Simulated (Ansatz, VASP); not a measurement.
**NaCl (Halite) in two plane-wave programs**

Aim: how closely do two programs agree when they are given the same cell, functional and k mesh? The cell is taken from a series of VASP runs on this material, whose earlier steps may have relaxed, scaled or displaced it; both programs get it as it stands.

Program: Ansatz 0.2.0. Level of theory: plane waves, with VASP 6.6.1 beside it; relaxation of cell and atoms at PBEsol and elastic constants at r2SCAN. Results are calculated unless marked as measured.

## Step 1: The starting structure

Symmetry: Fm-3m, No. 225, cubic system. Conventional cell: a = 5.602 Å, b = 5.602 Å, c = 5.602 Å, α = 90.00°, β = 90.00°, γ = 90.00°. Nearest to Cl lie 6 Na at 2.80 Å. Na has 6 Cl at 2.80 Å nearest. Farther neighbours and most contacts between anions are not listed.

Structure file:

```xyz
2
Lattice="0.0000 2.8010 2.8010 2.8010 0.0000 2.8010 2.8010 2.8010 0.0000" Properties=species:S:1:pos:R:3 pbc="T T T"
Cl    2.8010    2.8010    2.8010
Na    0.0000    0.0000    0.0000
```

## Step 2: VASP: relaxation of cell and atoms, PBEsol

The relaxed volume is the usual yardstick between codes: its relative difference is about their pressure difference at one cell divided by the bulk modulus.

Lines of VASP's logs that name or quote its potential files are left out, and so is its time.

INCAR

```
SYSTEM = NaCl
PREC = Accurate
ENCUT = 450
EDIFF = 1E-06
NELM = 100
ISMEAR = 0
SIGMA = 0.03
LREAL = .FALSE.
ALGO = Normal
GGA = PS
NBANDS = 13
LORBIT = 11
LWAVE = .FALSE.
LCHARG = .FALSE.
KPAR = 4
IBRION = 2
NSW = 50
ISIF = 3
EDIFFG = -0.006
```

POSCAR

```
NaCl
1.0
    0.0000000000      2.8010492261      2.8010492261
    2.8010492261      0.0000000000      2.8010492261
    2.8010492261      2.8010492261      0.0000000000
Cl Na
1 1
Direct
    0.5000000000      0.5000000000      0.5000000000
    0.0000000000      0.0000000000      0.0000000000
```

KPOINTS

```
Automatic mesh
0
Gamma
6 6 6
0 0 0
```

Potentials, in the order of the species: Cl and Na_pv (PBE family, release 64).

On the command line:

```console
$ mpirun -np 4 vasp_std
```

Numbers of over 12 decimals in the logs are rounded to 6 here.

Log:

```text
[banner, memory and clock lines left out]
running    4 mpi-ranks, on    1 nodes
 distrk:  each k-point on    1 cores,    4 groups
 distr:  one band on    1 cores,    1 groups

 POSCAR found type information on POSCAR ClNa
 POSCAR found :  2 types and       2 ions
|                                                                             |
|               ----> ADVICE to this user running VASP <----                  |
|                                                                             |
|     You enforced a specific xc type in the INCAR file but a different       |
|     [... a line on the potential file left out ...]
|     I HOPE YOU KNOW WHAT YOU ARE DOING!                                     |
|                                                                             |

 LDA part: xc-table for (Slater+PW92), standard interpolation
 POSCAR, INCAR and KPOINTS ok, starting setup
 FFT: planning ... GRIDC
 FFT: planning ... GRID_SOFT
 FFT: planning ... GRID
 WAVECAR not read
 entering main loop
       N       E                     dE             d eps       ncg     rms          rms(c)
DAV:   1     0.927673330827E+02    0.92767E+02   -0.66664E+03   421   0.985E+02
DAV:   2     0.176652591210E+00   -0.92591E+02   -0.86486E+02   470   0.248E+02
DAV:   3    -0.703833558465E+01   -0.72150E+01   -0.71744E+01   536   0.704E+01
DAV:   4    -0.715730264406E+01   -0.11897E+00   -0.11891E+00   504   0.977E+00
DAV:   5    -0.715975016875E+01   -0.24475E-02   -0.24474E-02   514   0.138E+00    0.191E+00
DAV:   6    -0.700537926105E+01    0.15437E+00   -0.26374E-01   501   0.376E+00    0.137E+00
DAV:   7    -0.699483424385E+01    0.10545E-01   -0.63819E-02   551   0.175E+00    0.926E-01
DAV:   8    -0.699827123346E+01   -0.34370E-02   -0.75499E-03   451   0.842E-01    0.270E-01
DAV:   9    -0.699817776541E+01    0.93468E-04   -0.18776E-04   511   0.112E-01    0.169E-01
DAV:  10    -0.699821871436E+01   -0.40949E-04   -0.28519E-04   446   0.111E-01    0.575E-02
DAV:  11    -0.699820868260E+01    0.10032E-04   -0.19637E-05   501   0.338E-02    0.192E-02
DAV:  12    -0.699820794618E+01    0.73643E-06   -0.35191E-06   456   0.120E-02
   1 F= -.69982079E+01 E0= -.69982079E+01  d E =-.699821E+01
 curvature:   0.00 expect dE= 0.000E+00 dE for cont linesearch  0.000E+00
 trial: gam= 0.00000 g(F)=  0.316E-60 g(S)=  0.433E-04 ort = 0.000E+00 (trialstep = 0.100E+01)
 search vector abs. value=  0.433E-04
 bond charge predicted
       N       E                     dE             d eps       ncg     rms          rms(c)
DAV:   1    -0.699851370887E+01   -0.30503E-03   -0.58070E-03   496   0.103E+00    0.107E-01
DAV:   2    -0.699827940221E+01    0.23431E-03   -0.34442E-04   481   0.178E-01    0.434E-02
DAV:   3    -0.699824258357E+01    0.36819E-04   -0.85739E-05   501   0.958E-02    0.209E-02
DAV:   4    -0.699824190019E+01    0.68337E-06   -0.24329E-06   448   0.180E-02
   2 F= -.69982419E+01 E0= -.69982419E+01  d E =-.339540E-04
 trial-energy change:   -0.000034  1 .order   -0.000028   -0.000043   -0.000012
 step:   1.1609(harm=  1.3863)  dis= 0.00000  next Energy=    -6.998243 (dE=-0.350E-04)
 reached required accuracy - stopping structural energy minimisation
```

Parts of OUTCAR (step 2):

```text
ion  position               nearest neighbor table
   1  0.500  0.500  0.500-
   2  0.000  0.000  0.000-

  LATTYP: Found a face centered cubic cell.
 ALAT       =     5.6020984522

 Subroutine GETGRP returns: Found 48 space group operations
 (whereof 48 operations were pure point group operations)

The static configuration has the point symmetry O_h .

 Found     16 irreducible k-points:

   k-points           NKPTS =     16   k-points in BZ     NKDIM =     16   number of bands    NBANDS=     13

   dimension x,y,z NGX =    28 NGY =   28 NGZ =   28
   dimension x,y,z NGXF=    56 NGYF=   56 NGZF=   56

   ENCUT  =  450.0 eV  33.07 Ry    5.75 a.u.   6.85  6.85  6.85*2*pi/ulx,y,z

   NELECT =      14.0000    total number of electrons

 k-points in reciprocal lattice and weights: Automatic mesh
   0.00000000  0.00000000  0.00000000       0.005
   0.16666667  0.00000000  0.00000000       0.037
   0.33333333  0.00000000  0.00000000       0.037
   0.50000000  0.00000000  0.00000000       0.019
   0.16666667  0.16666667  0.00000000       0.028
   0.33333333  0.16666667  0.00000000       0.111
   0.50000000  0.16666667  0.00000000       0.111
  -0.33333333  0.16666667  0.00000000       0.111
  -0.16666667  0.16666667  0.00000000       0.056
[...]
-0.33333333  0.33333333  0.16666667       0.111
  -0.33333333  0.50000000  0.16666667       0.056

 average (electrostatic) potential at core
       1 -93.5791       2 -46.9467

 E-fermi :  -0.4868

 k-point     1 :       0.0000    0.0000    0.0000
  band No.  band energies     occupation
    ...
      3     -21.2672      2.00000
      4     -13.3518      2.00000
      5      -0.6555      2.00000
      6      -0.6555      2.00000
      7      -0.6555      2.00000
      8       4.3562      0.00000
      9      10.3615      0.00000
     10      10.3615      0.00000
     11      10.3615      0.00000
     12      12.6119      0.00000
    ...

 k-point     2 :       0.1667    0.0000    0.0000
  band No.  band energies     occupation
    ...
      3     -21.2678      2.00000
      4     -13.2636      2.00000
      5      -1.2973      2.00000
      6      -0.7295      2.00000
      7      -0.7295      2.00000
      8       5.1935      0.00000
      9       9.5447      0.00000
     10      10.6571      0.00000
     11      10.6571      0.00000
     12      12.2831      0.00000
    ...

 k-point     3 :       0.3333    0.0000    0.0000
  band No.  band energies     occupation
    ...
      3     -21.2690      2.00000
      4     -13.0790      2.00000
      5      -2.2810      2.00000
      6      -0.8703      2.00000
      7      -0.8703      2.00000
      8       6.2801      0.00000
      9       9.3827      0.00000
     10      10.4886      0.00000
     11      10.4886      0.00000
     12      13.3820      0.00000
    ...

  Total       -0.0068150     -0.0068150     -0.0068150      0.0000000     -0.0000000      0.0000000
  in kB       -0.2488593     -0.2488593     -0.2488593      0.0000000     -0.0000000      0.0000000
  external PRESSURE =      -0.2488593 kB  Pullay stress =       0.0000000 kB

  energy-cutoff  :      450.00
  volume of cell :       43.88
      direct lattice vectors                 reciprocal lattice vectors
     0.000000000  2.799396762  2.799396762    -0.178609909  0.178609909  0.178609909
     2.799396762  0.000000000  2.799396762     0.178609909 -0.178609909  0.178609909
     2.799396762  2.799396762 -0.000000000     0.178609909  0.178609909 -0.178609909

 POSITION                                       TOTAL-FORCE (eV/Angst)
 -----------------------------------------------------------------------------------
      2.79940      2.79940      2.79940        -0.000000      0.000000     -0.000000
      5.59879      5.59879      5.59879         0.000000     -0.000000      0.000000
 -----------------------------------------------------------------------------------
    total drift:                                0.000000      0.000000      0.000000

  FREE ENERGIE OF THE ION-ELECTRON SYSTEM (eV)
  ---------------------------------------------------
  free  energy   TOTEN  =        -6.9982419002 eV

  energy  without entropy=       -6.9982419002  energy(sigma->0) =       -6.99824190

 reached required accuracy - stopping structural energy minimisation

 total charge
# of ion       s       p       d       tot
------------------------------------------
    1        1.578   3.557   0.000   5.135
    2        0.045   5.983   0.000   6.028
--------------------------------------------------
tot          1.622   9.540   0.000  11.163

[... 3 further parts left out ...]
```

CONTCAR:

```
NaCl
   1.00000000000000
     0.0000000000000000    2.7993967620999345    2.7993967620999345
     2.7993967620999345    0.0000000000000000    2.7993967620999345
     2.7993967620999345    2.7993967620999345   -0.0000000000000000
  Cl              Na
     1     1
Direct
     0.5000000000000000    0.5000000000000000    0.5000000000000000
     1.0000000000000000    1.0000000000000000    1.0000000000000000
```

## Step 3: Ansatz: relaxation of cell and atoms, PBEsol

Ansatz runs on its default PAW (the set named soft_2) files.

The same cell, functional, mesh and smearing now go to Ansatz, which takes its cutoff from its data sets.

input.yaml

```yaml
crystal:
  lattice:
    - [0.0, 2.8010492261, 2.8010492261]
    - [2.8010492261, 0.0, 2.8010492261]
    - [2.8010492261, 2.8010492261, 0.0]
  atoms:
    - { symbol: Cl, position: [0.5, 0.5, 0.5] }
    - { symbol: Na, position: [0.0, 0.0, 0.0] }
hamiltonian:
  xc: pbesol
  pseudopotentials: { kind: paw }
kpoints:
  mp_grid: { grid: [6, 6, 6] }
scf:
  occupations: { method: gaussian, width: 0.03 }
relax:
  f_tol: 0.01
  max_steps: 60
  cell: { stress_tol: 0.05 }
output:
  forces: true
  stress: true
```

On the command line:

```console
$ ansatz run input.yaml --threads 4 --pin off --max-ram 9216MiB --backend cpu --events-out ev --progress --plain --runs-dir out
```

Log:

```text
Engine: ansatz 0.2.0, x86_64-unknown-linux-gnu
Pseudopotentials: kind: paw
Pseudopotential: Cl, paw, valence charge 7, recommended cutoff 420 eV (normal), Cl.paw.azcp
Pseudopotential: Na, paw, valence charge 9, recommended cutoff 420 eV (normal), Na.paw.azcp
Functional definition: PBEsol
  exchange = pbesol_x
  correlation = pbesol_c
Crystal: 2 atoms, lattice volume = 43.953 Å³
Basis set: ecut = 420 eV, 869 PW (Γ), exchange–correlation on 54×54×54 points (8 copies of the dense FFT grid, shifted against one another)
Bands: 12, of which v1, the nominal top of the filled ones, is band 8 counted from 1 (7 counted from 0)
Symmetry: 48 space group operations
Space group: Fm-3m (ITA 225), of the structure as read, at distance tolerance 3.5e-5 Å
k-points: 16 of 216
Non-local potential: Cl, projectors of the file, l = 0: 2, l = 1: 2, l = 2: 2
Non-local potential: Na, projectors of the file, l = 0: 3, l = 1: 2, l = 2: 1
PAW form: soft (Blöchl's): semilocal exchange-correlation on the pseudo side does not see the compensation charge
PAW frozen core: Cl, regenerated for the run's functional, and the local potential with it (the file was generated under x = pbe(κ = 0.804, μ = 0.219515), c = pbe(β = 0.066725))
PAW frozen core: Na, regenerated for the run's functional, and the local potential with it (the file was generated under x = pbe(κ = 0.804, μ = 0.219515), c = pbe(β = 0.066725))
PAW one-centre angular grid: Cl, 110 points (default); XC on 64 Gauss nodes
PAW one-centre angular grid: Na, 110 points (default); XC on 64 Gauss nodes
Initial density: superposition of atomic densities (neutral atoms: chi_scale 0, normalization atom), corrected by the library's trained network
Initial wavefunctions: pseudopotential atomic-orbital guess
Functional: x = pbesol(κ = 0.804, μ = 0.123457), c = pbesol(β = 0.046)
SCF iter   1: F=—  HF=-2540.289493 eV  |F-HF|=—  |Δ(HF+E_count)|=         —  Δρ=2.85e-3  dr2=3.79e-3  ethr=1.77e-3  ⟨swp⟩=6.0  Hψ=1130  notcnv=0
preconditioner: auto → none  [insulator: Δε(μ)=4.955 eV  Ē_g=20.759 eV  σ=0.030 eV  W_gap=1.00  n_scr=14 (ndim 8)  ℏωp=21.0 eV  f_vac=0.028  D(μ)=0.00/eV (n_scr^D=0)  ε∞_Penn≈2.0]
SCF iter   2: F=—  HF=-2540.286819 eV  |F-HF|=—  |Δ(HF+E_count)|=   2.67e-3  Δρ=1.26e-3  dr2=9.22e-4  ethr=2.37e-5  ⟨swp⟩=2.7  Hψ=487  notcnv=0
SCF iter   3: F=—  HF=-2540.286792 eV  |F-HF|=—  |Δ(HF+E_count)|=   2.75e-5  Δρ=9.11e-4  dr2=5.18e-4  ethr=5.76e-6  ⟨swp⟩=2.0  Hψ=320  notcnv=0
SCF iter   4: F=—  HF=-2540.286615 eV  |F-HF|=—  |Δ(HF+E_count)|=   1.76e-4  Δρ=2.51e-4  dr2=3.45e-5  ethr=3.23e-6  ⟨swp⟩=2.0  Hψ=233  notcnv=0
SCF iter   5: F=—  HF=-2540.286632 eV  |F-HF|=—  |Δ(HF+E_count)|=   1.70e-5  Δρ=3.55e-5  dr2=1.01e-6  ethr=2.16e-7  ⟨swp⟩=2.0  Hψ=256  notcnv=0
SCF iter   6: F=-2540.286632 eV  HF=-2540.286632 eV  |F-HF|=2.07e-8  |Δ(HF+E_count)|=   1.96e-7  Δρ=7.45e-6  dr2=4.45e-8  ethr=6.25e-10  ⟨swp⟩=3.0  Hψ=654  notcnv=0
SCF 1 converged in 6 iterations: F = -2540.286632 eV  dr2 = 4.45e-8
  greatest PAW one-centre occupation: 0.999 electrons in one spin orbital (limit 2), on the Na atom at site 1 (counted from 0), in its partial waves of l = 0
relax step   1: F+E_penalty+E_count = -2540.28663197 eV  Δ(F+E_penalty+E_count) = +0.000e0 eV  max|allowed force component| = 3.131e-30 eV/Å  Δτ_max = 0.0000 Å  P = +0.000 GPa  Ω = 43.953 Å³  (6 SCF iters, dr2 threshold 1.00e-7 eV, accepted)
Initial density: handed on by an earlier stage of this run
Initial wavefunctions: pseudopotential atomic-orbital guess (no wavefunctions were taken with the density)
iter 1 solved again at ethr=4.69e-6 eV; its pass at ethr=3.10e-3 eV (dr2=7.51e-4 eV) is discarded
SCF iter   1: F=—  HF=-2540.286604 eV  |F-HF|=—  |Δ(HF+E_count)|=         —  Δρ=6.07e-6  dr2=2.39e-8  ethr=4.69e-6  ⟨swp⟩=2.7  Hψ=1576  notcnv=0
eigensolver tolerance schedule: the retry pair's looser diagonalisation over-reported the residual by 31375.73 of it (diagonalisation noise at an unbounded share of the residual, at the tolerance the schedule requests for it); recorded, not acted on — ethr = c·dr2/N_el stays at c = 1.0e-1
preconditioner: auto → none  [insulator: Δε(μ)=5.010 eV  Ē_g=20.796 eV  σ=0.030 eV  W_gap=1.00  n_scr=14 (ndim 8)  ℏωp=21.0 eV  f_vac=0.018  D(μ)=0.00/eV (n_scr^D=0)  ε∞_Penn≈2.0]
SCF iter   2: F=—  HF=-2540.286632 eV  |F-HF|=—  |Δ(HF+E_count)|=   2.84e-5  Δρ=3.55e-6  dr2=7.06e-9  ethr=1.50e-10  ⟨swp⟩=2.8  Hψ=381  notcnv=0
SCF iter   3: F=—  HF=-2540.286632 eV  |F-HF|=—  |Δ(HF+E_count)|=   1.86e-9  Δρ=3.10e-6  dr2=3.66e-9  ethr=4.41e-11  ⟨swp⟩=2.0  Hψ=320  notcnv=0
SCF iter   4: F=—  HF=-2540.286632 eV  |F-HF|=—  |Δ(HF+E_count)|=   1.70e-9  Δρ=6.47e-7  dr2=1.07e-10  ethr=2.29e-11  ⟨swp⟩=2.0  Hψ=300  notcnv=0
SCF iter   5: F=-2540.286632 eV  HF=-2540.286632 eV  |F-HF|=0.00e0  |Δ(HF+E_count)|=  7.69e-11  Δρ=6.56e-8  dr2=2.17e-12  ethr=1.00e-12  ⟨swp⟩=5.4  Hψ=730  notcnv=0
SCF 2 converged in 5 iterations: F = -2540.286632 eV  dr2 = 2.17e-12
relax step   2: F+E_penalty+E_count = -2540.28663198 eV  Δ(F+E_penalty+E_count) = -1.507e-8 eV  max|allowed force component| = 1.372e-30 eV/Å  Δτ_max = 0.0000 Å  P = +0.000 GPa  Ω = 43.953 Å³  stress off target by 3.18e-7 GPa  SCF on the basis re-selected at this cell (its energy is not comparable with the rows above)  (5 SCF iters)
basis re-selected at this cell: Δ(F+E_penalty+E_count) = -1.507e-8 eV, ΔP = -0.000 GPa vs the last step (what re-selecting the basis moved, of the pressure what is left beyond the Pulay correction that the steps carried, after the strain that the cell walked since its last selection, with what the two solves' SCF thresholds leave and, on support functions, any second-order correction that the steps lacked; it is no m [...]
SCF converged after 5 iterations
Free energy (F): -2540.286632 eV
Harris-Foulkes:  -2540.286632 eV  (|F-HF|=0.00e0)
Internal energy: -2540.286632 eV  (E = F + TS)
E sigma→0 (E₀):  -2540.286632 eV
Fermi energy:    3.708229 eV
--- Per-component energies (eV) ---
  E_band       = -231.458007
  E_kinetic    = 282.626707
  E_local      = -1519.412607  (includes V_loc(G=0)·N_el)
  E_nonlocal   = 144.823147
  E_hartree    = 534.355443
  E_xc         = -145.001938
  E_vxc        = -171.859036  (∫ρ·V_xc dr)
  E_paw        = -895.323300  (= ΣΔE_a)
  E_vpaw       = -36.347179  (= ΣTr[D̂ρ^β])
  E_aug_tail   = 0.000080  (compensation charges beyond the density's cutoff)
  E_ewald      = -942.487289
  E_core_change = 0.133126  (= ΣΔE_core)
  E_smearing   = -0.000000  (= −TS)
  E_closure    = -0.000000  (closes the sum)
  Σ components = -2540.286632   (vs F -2540.286632, Δ=0.00e0)
--- Forces (eV/Å), atoms counted from 1 ---
  atom   1  Cl     0.00000000     0.00000000     0.00000000
  atom   2  Na    -0.00000000     0.00000000    -0.00000000
  max |Σ_I F_I| component: 2.51e-30 eV/Å
--- Stress (GPa, compression-positive) ---
        0.000000       0.000000       0.000000
       -0.000000       0.000000      -0.000000
       -0.000000       0.000000       0.000000
  P = ⅓ Tr σ = 0.0000 GPa (0.000 kbar)
--- Relaxed structure (1 steps of the walk, 1 accepted, 1 SCFs on fresh bases) ---
  F+E_penalty+E_count = -2540.28663198 eV   max|allowed force component| = 1.372e-30 eV/Å   (the final SCF, on the basis selected at the relaxed cell)
  cell:  # Å, volume = 43.9534 Å³
    - [0.0, 2.8010492261, 2.8010492261]
    - [2.8010492261, 0.0, 2.8010492261]
    - [2.8010492261, 2.8010492261, 0.0]
  atoms:
    - { symbol: Cl, position: [0.5, 0.5, 0.5] }
    - { symbol: Na, position: [0.0, 0.0, 0.0] }
```

Run time: 0.66 s. Hardware: 4 threads of Intel Xeon Platinum 8259CL at 2.50GHz (Skylake/Cascade Lake), shared host; peak memory 0.35 GiB; 1.7 s of CPU time.

## Step 4: Side by side

Known differences besides the potentials themselves: both relaxations stop at a tolerance, which leaves soft axes loose, and VASP keeps its plane-wave basis; the data sets hold 16 valence electrons in Ansatz (default PAW (the set named soft_2) files) and 14 in VASP; the cutoff is 420 eV in Ansatz and 450 eV in VASP; Ansatz makes its cores anew for this functional, VASP keeps those of its PBE data sets; VASP leaves aspherical gradient terms in its spheres out (LASPH is not set), Ansatz keeps them; Ansatz adds a Pulay correction to the stress that steers its cell, VASP none. Total energies have different zeros and are not compared.

The two programs side by side:

```tsv
quantity	Ansatz	VASP	difference
volume (Å³)	43.95	43.88	+0.18 %
edge a after relaxation, in the typed setting (Å)	3.961	3.959	+0.06 %
```

The walks stopped with 0.00 GPa left in Ansatz and -0.02 GPa in VASP; each walk ends within a tolerance, so the volume difference is uncertain by about these residues over the bulk modulus, most in soft cells.

(Continued in part 2 of 2.)

[Lines on the potential files, build, host, timing and source positions are cut from VASP's logs without a mark.]

[Logs are printed without paths, hosts, clocks, repeated set-up lines and the standing remarks that a program may print on its own settings, such as how far it seeks lower states.]

[Hosts, paths, dates, database ids (printed as entryN), source tags and the programs' standing remarks are cut or masked in the printed files.]
